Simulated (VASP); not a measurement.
## EuS: single point with LDA+U

Crystal: EuS.

```
Eu S
1.0
     0.00000    2.97850    2.97850
     2.97850    0.00000    2.97850
     2.97850    2.97850    0.00000
Eu S
1 1
Direct
  0.50000 0.50000 0.50000
  0.00000 0.00000 0.00000
```

The cell was built by a generator and isn't the measured one.

| Quantity | Value |
| --- | --- |
| Program | VASP 6.6.1 |
| Task | single point |
| Functional | LDA |
| Potentials or basis | VASP PAW PBE potentials, release 64 (Eu, S) |
| Cutoff | 520 eV |
| k mesh | 6 × 6 × 6 |
| Occupations | gaussian, width 0.05 eV |
| Spin | collinear spin, twin_end start |
| Starting moments | [7.55, -0.06] μB |
| Hubbard terms | Eu f U = 8.0 eV, J = 0.9 eV |

- Pressure: -3.4 GPa
- Band gap on the k mesh: 0.55 eV, indirect (least direct gap 0.88 eV)
- Net moment: 7.00 μB per cell
- Site moments: Eu +6.75; S -0.05 μB
- Valence electrons inside the program's atomic spheres: Eu 14.84; S 3.72

Levels at points of the mesh, in eV from the valence-band top:
Spin up:
```tsv
k point	band 11	band 12	band 13	band 14	band 15	band 16	band 17	band 18	band 19	band 20
(0.00, 0.00, 0.00)	-0.71	-0.71	0.00	0.00	0.00	2.14	2.49	2.49	2.49	3.41
(0.50, 0.00, 0.00)	-0.82	-0.74	-0.74	-0.71	-0.70	4.24	4.69	5.17	5.17	8.00
(0.50, 0.50, 0.00)	-0.76	-0.76	-0.73	-0.33	-0.33	0.55	4.58	4.61	6.04	6.28
```
Spin down:
```tsv
k point	band 6	band 7	band 8	band 9	band 10	band 11
(0.00, 0.00, 0.00)	-1.18	-1.18	-1.18	2.46	3.04	3.04
(0.50, 0.00, 0.00)	-3.89	-2.42	-2.42	4.34	5.26	6.01
(0.50, 0.50, 0.00)	-2.38	-1.56	-1.56	0.97	5.07	5.38
```

Eigenvalues of the final occupation matrices:
| site | spin | trace | eigenvalues |
| --- | --- | --- | --- |
| site 1 f | 1 | 6.83 | 0.98 0.98 0.98 0.98 0.98 0.98 0.98 |
| site 1 f | 2 | 0.01 | 0.00 0.00 0.00 0.00 0.00 0.00 0.00 |

Wall time 23 s on 1 thread of Intel(R) Xeon(R) 6975P-C (Granite Rapids), on a shared host, peak memory 0.18 GiB.

Caveat: the PAW data sets were made with another functional, which shifts forces and pressure a little; spin-orbit coupling is left out, which moves the levels of the heavy elements; a cell with one magnetic atom can't hold antiferromagnetic order, which such compounds often take. A k mesh can miss the band edges.
